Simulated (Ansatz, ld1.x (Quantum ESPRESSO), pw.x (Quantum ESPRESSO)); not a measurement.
## What a changed setting does to a pw.x run (bcc Ti)

Potential: norm-conserving Troullier–Martins (Kleinman–Bylander form), ld1.x (Quantum ESPRESSO) 7.5, PBE; core [Ar], reference 3d2 4s1.75 4p0.25; waves: 4s (bound): rc 2.20 bohr; 4p (bound): rc 3.65 bohr; 3d (bound): rc 2.60 bohr; local part: all-electron potential smoothed inside 2.50 bohr (lloc = -1); core correction: a·sin(br)/r model core inside 1.00 bohr.

The reference run (k-mesh 14³, cutoffs 55/220 Ry, Fermi–Dirac 0.01 Ry, mixing_beta 0.4, conv_thr 1e-9, no spin) gives 0.60 GPa at 17.343 Å³/atom, where all-electron LAPW gives 0.23 GPa. This run, with its own iteration cap, changes k-mesh points per axis to 4.

```
&control
  calculation='scf', prefix='x', pseudo_dir='./', outdir='./tmp', tstress=.true., disk_io='none'
/
&system
  ibrav=0, nat=1, ntyp=1, ecutwfc=55, ecutrho=220, nbnd=9,
  occupations='smearing', smearing='fd', degauss=0.01
/
&electrons
  conv_thr=1e-09, mixing_beta=0.4, electron_maxstep=60
/
ATOMIC_SPECIES
Ti 1.0 Ti.UPF
CELL_PARAMETERS angstrom
  -1.63062743 1.63062743 1.63062743
  1.63062743 -1.63062743 1.63062743
  1.63062743 1.63062743 -1.63062743
ATOMIC_POSITIONS crystal
Ti 0.0000 0.0000 0.0000
K_POINTS automatic
4 4 4 0 0 0
```

```bash
pw.x < Ti.scf.in > Ti.scf.out
```

How does the run end?

It converges in 7 iterations; the free energy moves by -67.7 meV/atom and the pressure by -0.22 GPa.

```
Message from routine setup:
     using ibrav=0 with symmetry is DISCOURAGED, use correct ibrav instead
     lattice parameter (alat)  =       5.3372  a.u.
     unit-cell volume          =     117.0364 (a.u.)^3
     number of electrons       =         4.00
     number of Kohn-Sham states=            9
     kinetic-energy cutoff     =      55.0000  Ry
     charge density cutoff     =     220.0000  Ry
     scf convergence threshold =      1.0E-09
     Exchange-correlation= PBE
     number of k points=     8  Fermi-Dirac smearing, width (Ry)=  0.0100
     iteration #  1     ecut=    55.00 Ry     beta= 0.40
     total energy              =     -19.78502050 Ry
     estimated scf accuracy    <       0.03402727 Ry
     iteration #  2     ecut=    55.00 Ry     beta= 0.40
     total energy              =     -19.78658249 Ry
     estimated scf accuracy    <       0.00277215 Ry
     iteration #  3     ecut=    55.00 Ry     beta= 0.40
     total energy              =     -19.78721226 Ry
     estimated scf accuracy    <       0.00003074 Ry
     iteration #  4     ecut=    55.00 Ry     beta= 0.40
     total energy              =     -19.78721079 Ry
     estimated scf accuracy    <       0.00002560 Ry
     iteration #  5     ecut=    55.00 Ry     beta= 0.40
     total energy              =     -19.78721623 Ry
     estimated scf accuracy    <       0.00000016 Ry
     iteration #  6     ecut=    55.00 Ry     beta= 0.40
     total energy              =     -19.78721630 Ry
     estimated scf accuracy    <          5.2E-09 Ry
     iteration #  7     ecut=    55.00 Ry     beta= 0.40
     the Fermi energy is     8.1346 ev
!    total energy              =     -19.78721630 Ry
     estimated scf accuracy    <          1.9E-10 Ry
     smearing contrib. (-TS)   =      -0.00959089 Ry
     The total energy is F=E-TS. E is the sum of the following terms:
     one-electron contribution =       5.76313712 Ry
     hartree contribution      =       0.16714215 Ry
     xc contribution           =     -16.25976528 Ry
     ewald contribution        =      -9.44813940 Ry
     convergence has been achieved in   7 iterations
          total   stress  (Ry/bohr**3)                   (kbar)     P=        3.80
     Message from routine punch:
     Nothing written, as per user request (disk_io='none')
```

The run took about 0.6 s on one core of a shared host (Neoverse-V2, 96 threads, 742 GiB, load 67).
